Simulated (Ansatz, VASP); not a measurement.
# One calculation of Hf, two programs

Contents of INCAR:

```
  PREC = Accurate
  ENCUT = 520
  EDIFF = 1E-8
  ISMEAR = -1
  SIGMA = 0.05
  LREAL = F
  LASPH = T
  NELM = 80
  ALGO = Normal
  ISIF = 2
  LWAVE = F
  LCHARG = F
  GGA = PS
  LEFG = T
  NBANDS = 17
```

File KPOINTS:

```
regular mesh
0
Gamma
  13 13 7
```

The input POSCAR:

```
Hf
1.0
    3.1534945994      0.0000000000      0.0000000000
   -1.5767472997      2.7310064337      0.0000000000
    0.0000000000      0.0000000000      4.9894429718
Hf
2
Direct
    0.3333333333      0.6666666667      0.2500000000
    0.6666666667      0.3333333333      0.7500000000
```

Input for Ansatz:

```yaml
crystal:
  lattice:
    - [3.1534945994, 0.0, 0.0]
    - [-1.5767472997, 2.7310064337, 0.0]
    - [0.0, 0.0, 4.9894429718]
  atoms:
    - { symbol: Hf, position: [0.3333333333, 0.6666666667, 0.25] }
    - { symbol: Hf, position: [0.6666666667, 0.3333333333, 0.75] }
kpoints:
  mp_grid: { grid: [13, 13, 7] }
scf:
  occupations: { method: fermi_dirac, width: 0.05 }
hamiltonian:
  xc: pbesol
  pseudopotentials: { kind: paw }
output:
  forces: true
  stress: true
  eigenvalues: true
  efg: { contact_densities: true }
```

Change from the starting cell: volume scaled by 0.96, PAW files.

Alike in both runs: task electric field gradients; functional PBEsol; k mesh 13 × 13 × 7; occupations fermi-dirac, width 0.05 eV; no spin polarisation.

|  | VASP | Ansatz |
| --- | --- | --- |
| version | VASP 6.6.1 | Ansatz 0.2.0 |
| potentials or method | VASP PAW PBE potentials, release 64 (Hf_pv) | PAW with Ansatz's default frozen-core files, scalar-relativistic |
| plane-wave cutoff (eV) | 520 | 420 |
| valence electrons in the cell | 20 | 52 |

```csv
,VASP,Ansatz,Ansatz less VASP
pressure (GPa),0.3,0.7,+0.38
largest component of the traceless stress (GPa),0.01,0.08,+0.076
Vzz of the field gradient on the site that differs most (V/Å²),91.0,101.2,+10.19
```

The two sets of potentials don't hold the same shells in valence. Ansatz warned: «gradients_without_spin_orbit».

Caveats: the PAW data sets were made with another functional, which shifts forces and pressure a little (VASP). Spin-orbit coupling is left out, which matters for the levels of Hf.
